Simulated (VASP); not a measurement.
The system is Te2Mo.

```
Mo Te
1.0
     0.00000    3.31483    3.31483
     3.31483    0.00000    3.31483
     3.31483    3.31483    0.00000
Mo Te
1 2
Direct
  0.00000 0.00000 0.00000
  0.25000 0.25000 0.25000
  0.75000 0.75000 0.75000
```

The cell was built by a generator and needn't be a form met in nature.

Base run:

| Quantity | Value |
| --- | --- |
| Program | VASP 6.6.1 |
| Functional | r2SCAN |
| Potentials or basis | VASP PAW PBE potentials, release 64 (Mo_sv, Te) |
| Cutoff | 520 eV |
| k mesh | 6 × 6 × 6 |
| Occupations | fermi-dirac, width 0.02 eV |
| Spin | no spin polarisation |

Its results: band gap on the k mesh none (metal or under the smearing width); pressure 0.0 GPa.

Problem. The run is repeated on the same cell with these changes: functional from r2SCAN to PBE; further incar settings from ALGO = Normal; EDIFF = 1e-06; NBANDS = 20 to ALGO = Normal; EDIFF = 1e-07; NBANDS = 20. What comes out?

Solution. Band gap on the k mesh none (metal or under the smearing width); pressure 0.7 GPa.

Caveats: the PAW data sets were made with another functional, which shifts forces and pressure a little (some runs).
